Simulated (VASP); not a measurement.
Write the native input for VASP 6.6.1 that does the following.

```yaml
Task: single point
Functional: LDA
Potentials_or_basis: VASP PAW LDA potentials, release 64 (Be, Te)
Cutoff: 520 eV
k_mesh: 4 × 4 × 4
Occupations: methfessel-paxton, width 0.01 eV
Spin: no spin polarisation
Dipole_correction: no
Further_INCAR_settings: ALGO = Normal; EDIFF = 1e-06; NBANDS = 26
```

The structure of BeTe lies in POSCAR:

```
BeTe
1.0
    5.5547687435      0.0000000000      0.0000000000
    0.0000000000      5.5547687435      0.0000000000
    0.0000000000      0.0000000000      5.5547687435
Be Te
4 4
Direct
    0.0000000000      0.0000000000      0.0000000000
    0.0000000000      0.5000000000      0.5000000000
    0.5000000000      0.0000000000      0.5000000000
    0.5000000000      0.5000000000      0.0000000000
    0.2500000000      0.2500000000      0.2500000000
    0.2500000000      0.7500000000      0.7500000000
    0.7500000000      0.2500000000      0.7500000000
    0.7500000000      0.7500000000      0.2500000000
```

The cell was built by a generator and needn't be a form met in nature.

The input as run:

INCAR

```
SYSTEM = BeTe
PREC     = Accurate       ! precision mode
ENCUT    = 520            ! plane-wave cutoff, eV
EDIFF    = 1E-6           ! SCF threshold, eV
ISMEAR   = 1              ! smearing method
SIGMA    = 0.01           ! smearing width, eV
LREAL    = .FALSE.        ! projectors in reciprocal space
LASPH    = .TRUE.         ! aspherical terms in the spheres
NELM     = 100            ! most SCF steps
ALGO     = Normal         ! electronic algorithm
ISIF     = 2              ! what is computed and relaxed
LWAVE    = .FALSE.        ! write WAVECAR
LCHARG   = .TRUE.         ! write CHGCAR
GGA      = CA             ! functional
LELF     = .TRUE.         ! ELF
LVHAR    = .TRUE.       
NBANDS   = 26             ! bands
```

KPOINTS

```
Automatic mesh
0
G
  4 4 4
  0 0 0
```

Potentials or basis: VASP PAW LDA potentials, release 64 (Be, Te).

Run with:

```bash
$ cat potpaw_LDA.64/Be/POTCAR potpaw_LDA.64/Te/POTCAR > POTCAR
$ mpirun -np 1 vasp_std > vasp.out
```

Results of the run:

```yaml
Pressure: 0.3 GPa
Band_gap_on_the_k_mesh: 1.77 eV
```

Caveat: spin-orbit coupling is left out, which moves the levels of the heavy elements.

Wall time 26 s on 1 thread of Intel(R) Xeon(R) Platinum 8488C (Sapphire Rapids), with other jobs on the host, peak memory 0.22 GiB.
